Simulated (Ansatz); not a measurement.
Zincblende PbS was relaxed with 5 functionals in the plane-wave code Ansatz, cell and atoms free, the symmetry of the start kept (meshes: PBE 8×8×8, r2SCAN 6×6×6, PBEsol 6×6×6, LDA 6×6×6, HSE06 4×4×4). The structure was generated, not taken from experiment, and needn't be the ground state; spin polarisation is off.

The PBEsol result:
```
Pb S
1.0
     0.00000    3.27279    3.27279
     3.27279    0.00000    3.27279
     3.27279    3.27279    0.00000
Pb S
1 1
Cartesian
  0.0000 0.0000 0.0000
  1.6364 1.6364 1.6364
```

It is cubic, F-43m (No. 216); a = 6.546 Å in the conventional setting, 35.06 Å³ an atom. Around Pb lie 4 S at 2.83 Å; around S lie 4 Pb at 2.83 Å.

**Question.** How does the cell change with PBE?

**Answer.** a = 6.647 Å; the volume differs by +4.7 % from PBEsol's. Pb has 4 S at 2.88 Å; S has 4 Pb at 2.88 Å.

**Question.** What lattice does LDA give?

**Answer.** a = 6.475 Å; the volume differs by -3.2 % from PBEsol's. Pb is surrounded by 4 S at 2.80 Å; S is surrounded by 4 Pb at 2.80 Å.

**Question.** Held at the r2SCAN cell, what mean stress do LDA and PBE find, and does its sign point to their own minimum?

**Answer.** Yes. LDA -2.19 GPa, and its relaxed volume is -5.7 % from r2SCAN's; PBE +0.76 GPa, and its relaxed volume is +2.1 % from r2SCAN's. Compression counts positive, so a positive stress asks for a larger cell.
